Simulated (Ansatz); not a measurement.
A plane-wave DFT run in Ansatz 0.2.0 (scalar-relativistic PAW potentials unless the input names others): input and command.

```yaml
crystal:
  lattice:
    - [4.512878155, -3.9684021673, -0.0132518834]
    - [4.4899651168, 3.9425607444, -0.0634911704]
    - [-0.0671362287, -0.0332690167, 5.2152074648]
  atoms:
    - { symbol: P, position: [0.8531390704, 0.8459126391, 0.2292707464] }
    - { symbol: P, position: [0.1449957392, 0.1521980935, 0.7676065052] }
    - { symbol: P, position: [0.7190972573, 0.716482221, 0.5813195719] }
    - { symbol: P, position: [0.2857085289, 0.2822536179, 0.4101827228] }
    - { symbol: P, position: [0.5057092969, 0.7710086174, 0.2602721935] }
    - { symbol: P, position: [0.2143193369, 0.5036270323, 0.758707184] }
    - { symbol: P, position: [0.4928543011, 0.2212437311, 0.7357045299] }
    - { symbol: P, position: [0.7841764693, 0.5072740476, 0.2569365463] }
basis:
  ecutwfc: 420
kpoints:
  mp_grid: { grid: [6, 6, 6] }
hamiltonian:
  xc: pbesol
scf:
  occupations: { method: gaussian, width: 0.05 }
  max_iter: "yes please"
output:
  forces: true
  eigenvalues: true
  stress: true
```

```bash
ansatz run input.yaml --threads 2 --pin off --max-ram 5120MiB --backend cpu --events-out ev --progress --plain --runs-dir out
```

Problem. What is wrong with this input?

Solution. The program refuses it, because of a value of the wrong type (scf.max_iter: not typed → "yes please"). Without that key it is accepted.

Abridged log:
```
Error: YAML parse error: error: line 23 column 13: invalid u64
  --> <input>:23:13
   |
21 | scf:
22 |   occupations: { method: gaussian, width: 0.05 }
23 |   max_iter: "yes please"
   |             ^ invalid u64
24 | output:
25 |   forces: true
   |
```